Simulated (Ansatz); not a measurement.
## How fast does Zn move in ZnS?

Computed with DFT PBEsol, scalar-relativistic, plane waves, PAW (Ansatz 0.2.0). Run with 420 eV cutoff, 2×2×2 k-mesh, shifted by half a step, Gaussian smearing of 0.02 eV, no spin polarisation.

Host crystal, relaxed:

```cif
data_structure
_symmetry_space_group_name_H-M 'P 1'
_symmetry_Int_Tables_number 1
_cell_length_a 3.7873
_cell_length_b 3.7873
_cell_length_c 3.7873
_cell_angle_alpha 60.000
_cell_angle_beta 60.000
_cell_angle_gamma 60.000
_cell_volume 38.41
loop_
_atom_site_label
_atom_site_type_symbol
_atom_site_fract_x
_atom_site_fract_y
_atom_site_fract_z
_atom_site_occupancy
Zn1 Zn 0.00000 0.00000 0.00000 1
S1 S 0.75000 0.75000 0.75000 1
```

In a supercell of 32 host sites with charge -2, Zn trades places with a neighbouring Zn vacancy, moving 3.67 Å. Climbing-image nudged elastic band at fixed cell; the order of the saddle wasn't checked, and the small cell leaves errors of about a tenth of an eV.

```csv
image,path (Å),E − E(0) (eV)
0,0.00,0.000
1,0.72,0.355
2,1.44,0.978
3,2.15,1.272
4,2.87,0.978
5,3.59,0.355
6,4.31,0.000
```

What are the barriers forward and back, and what attempt frequency does the shape suggest?

Forward 1.27 eV, back 1.27 eV, the ends being level. For a sinusoidal profile E_b sin²(πx/l), with the Zn atom alone moving, ν = (1/l)√(E_b/2m) = 2.6×10¹² s⁻¹, within an order of magnitude of the customary 10¹³ s⁻¹; a true prefactor needs the vibrations at the minimum and at the saddle.

With ν = 10¹³ s⁻¹, how often does the exchange happen at 300, 600 and 1000 K once atom and vacancy are neighbours, taking the host as solid throughout? Does that give the diffusivity?

k = ν exp(−E_b/k_BT):
| T (K) | k (1/s) | wait (s) |
| --- | --- | --- |
| 300 | 4.3×10⁻⁹ | 2.3×10⁸ |
| 600 | 207 | 4.8×10⁻³ |
| 1000 | 3.9×10⁶ | 2.6×10⁻⁷ |

No. The atom can jump only when a vacancy is beside it, so where vacancies are thermal the activation energy of diffusion adds the vacancy's formation energy; where doping, quenching or off-stoichiometry fixes their number, it doesn't. And repeated exchanges only swap the two back and forth: Zn gets on when the vacancy moves round it by other jumps, which the correlation factor counts. An error of 0.1 eV in the barrier changes k by a factor of 48 at 300 K and 3.2 at 1000 K.

Cost: 1 run of about 53 core-minutes, on Intel Xeon Processor @ 2.10GHz (Emerald Rapids) (shared hosts).